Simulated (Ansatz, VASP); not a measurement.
Hf in VASP and in Ansatz

```
Hf
1.0
     3.13054    0.00000    0.00000
    -1.56527    2.71113    0.00000
     0.00000    0.00000   25.01534
Hf
3
Direct
  0.66667 0.33333 0.27983
  0.33333 0.66667 0.37535
  0.66667 0.33333 0.47634
```

Alike in both runs: task single point; functional PBEsol; dispersion D4; k mesh 12 × 12 × 1; occupations methfessel-paxton of order 1, width 0.1 eV; no spin polarisation.

|  | VASP | Ansatz |
| --- | --- | --- |
| version | VASP 6.6.1 | Ansatz 0.2.0 |
| potentials or method | VASP PAW PBE potentials, release 64 (Hf_pv) | scalar-relativistic, plane waves, PAW |
| plane-wave cutoff (eV) | 520 | 420 |
| valence electrons in the cell | 30 | 78 |

|  | VASP | Ansatz | Ansatz less VASP |
| --- | --- | --- | --- |
| gap on the k mesh at the Fermi level (eV) | none | none | - |
| rms of the force components (eV/Å) | 0.204 | 0.200 | -0.0043 |

Atom by atom the forces differ by 0.017 eV/Å (rms over components). A gap of «none» marks a metal or a gap that the smearing closes. With one functional, cell and mesh, what is left measures potentials, basis and numerics. The two sets of potentials don't hold the same shells in valence. Ansatz warned: «xc_potential_rough_in_thin_density».

Caveats: the PAW data sets were made with another functional, which shifts forces and pressure a little (VASP). The runs have no spin-orbit coupling, so splittings on Hf are missing.
